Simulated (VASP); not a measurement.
# AlN: forms and broadenings of the independent-particle spectrum

AlN, P6_3mc (no. 186), 4 atoms in the cell. PBE, independent-particle dielectric function; PAW potentials Al, N (PBE set).

## Input

INCAR.step1:
```
SYSTEM = AlN
PREC = Accurate ; ENCUT = 460
ISMEAR = 0 ; SIGMA = 0.02
EDIFF = 1E-8 ; LASPH = .True.
KPAR = 4 ; LWAVE = .False.
LCHARG = .False. ; LEPSILON = .True.
```

INCAR.step2, as INCAR.step1 but for:
```
- LWAVE = .False.
- LEPSILON = .True.
+ LWAVE = .True.
+ NBANDS = 56
```

INCAR.step3:
```
SYSTEM = AlN
PREC = Accurate ; ENCUT = 460
ISMEAR = 0 ; SIGMA = 0.02
EDIFF = 1E-7 ; LASPH = .True.
KPAR = 4 ; LWAVE = .False.
LCHARG = .False. ; LOPTICS = .True.
NBANDS = 56 ; NEDOS = 2000
CSHIFT = 0.1 ; ALGO = None
NELM = 1 ; ISTART = 1
```

INCAR.step4, as INCAR.step3 but for:
```
+ LNABLA = .True.
```

INCAR.step5, as INCAR.step4 but for:
```
- LNABLA = .True.
+ LPEAD = .True.
+ IPEAD = 3
```

INCAR.step6, as INCAR.step5 but for:
```
- IPEAD = 3
+ IPEAD = 2
```

INCAR.step7 changes the same tag again: IPEAD = 4.

INCAR.step8, as INCAR.step7 but for:
```
- CSHIFT = 0.1
- LPEAD = .True.
- IPEAD = 4
+ CSHIFT = 0.3
```

INCAR.step9, as INCAR.step8 but for:
```
- CSHIFT = 0.3
+ CSHIFT = 0.2
```

INCAR.step10 changes the same tag again: CSHIFT = 0.01.

INCAR.step11, as INCAR.step10 but for:
```
- ISMEAR = 0
- CSHIFT = 0.01
+ ISMEAR = -5
+ CSHIFT = 0.1
```

INCAR.step12, as INCAR.step11 but for:
```
- ISMEAR = -5
- SIGMA = 0.02
+ ISMEAR = 0
+ SIGMA = 0.2
```

INCAR.step13, as INCAR.step12 but for:
```
- SIGMA = 0.2
+ SIGMA = 0.02
+ OMEGAMAX = 12
```

INCAR.step14, as INCAR.step13 but for:
```
- OMEGAMAX = 12
+ OMEGAMAX = 60
```

KPOINTS:
```
k-points
0
Gamma
  8 8 6
```

POSCAR:
```
AlN
1.0
    3.1130000000      0.0000000000      0.0000000000
   -1.5565000000      2.6959370820      0.0000000000
    0.0000000000      0.0000000000      4.9810000000
Al N
2 2
Direct
    0.6666666667      0.3333333333      0.5000000000
    0.3333333333      0.6666666667      0.0000000000
    0.6666666667      0.3333333333      0.8800000000
    0.3333333333      0.6666666667      0.3800000000
```

Commands (each step's output is kept before the next begins):
```
cat potpaw_PBE.64/Al/POTCAR potpaw_PBE.64/N/POTCAR > POTCAR
cp INCAR.step1 INCAR
mpirun -np 4 vasp_std > vasp.out
rm WAVECAR CHG
cp INCAR.step2 INCAR
mpirun -np 4 vasp_std > vasp.out
cp INCAR.step3 INCAR
mpirun -np 4 vasp_std > vasp.out
cp INCAR.step4 INCAR
mpirun -np 4 vasp_std > vasp.out
cp INCAR.step5 INCAR
mpirun -np 4 vasp_std > vasp.out
cp INCAR.step6 INCAR
mpirun -np 4 vasp_std > vasp.out
cp INCAR.step7 INCAR
mpirun -np 4 vasp_std > vasp.out
cp INCAR.step8 INCAR
mpirun -np 4 vasp_std > vasp.out
cp INCAR.step9 INCAR
mpirun -np 4 vasp_std > vasp.out
cp INCAR.step10 INCAR
mpirun -np 4 vasp_std > vasp.out
cp INCAR.step11 INCAR
mpirun -np 4 vasp_std > vasp.out
cp INCAR.step12 INCAR
mpirun -np 4 vasp_std > vasp.out
cp INCAR.step13 INCAR
mpirun -np 4 vasp_std > vasp.out
cp INCAR.step14 INCAR
mpirun -np 4 vasp_std > vasp.out
```

## Result

- Direct gap on the mesh (eV): 4.22
- Gap on the mesh (eV): 4.22
- Bands: 56

One ground state, settings moved in the last step alone:

| Settings | ε at zero frequency | Mean energy of the absorption, weighted by Im ε (eV) | Time (s) |
|---|---|---|---|
| longitudinal form, CSHIFT 0.1 | 4.64 | 10.27 | 2 |
| transversal form (LNABLA) | 4.77 | 10.26 | 2 |
| finite differences (LPEAD), order 3 | 4.62 | 10.28 | 4 |
| finite differences (LPEAD), order 2 | 4.61 | 10.30 | 3 |
| finite differences (LPEAD), order 4 | 4.63 | 10.27 | 5 |
| CSHIFT 0.3 | 4.63 | 10.28 | 2 |
| CSHIFT 0.2 | 4.64 | 10.27 | 2 |
| CSHIFT 0.01 | 4.64 | 10.27 | 2 |
| tetrahedron method | 4.59 | 10.36 | 2 |
| SIGMA 0.2 | 4.64 | 10.27 | 2 |
| OMEGAMAX 12, which cuts the spectrum short | 3.85 | – | 2 |
| OMEGAMAX 60 | 4.64 | 10.27 | 2 |

The mean energy covers the spectrum up to 20 eV.

On the same mesh, density-functional perturbation theory with local fields gives ε = 4.51.

Limits: The 8×8×6 mesh is coarse for a spectrum: peaks stand apart that a denser mesh merges.

VASP 6.6.1 took 75 s on 4 cores (AMD EPYC 9R45 (Zen 5)), a shared host.
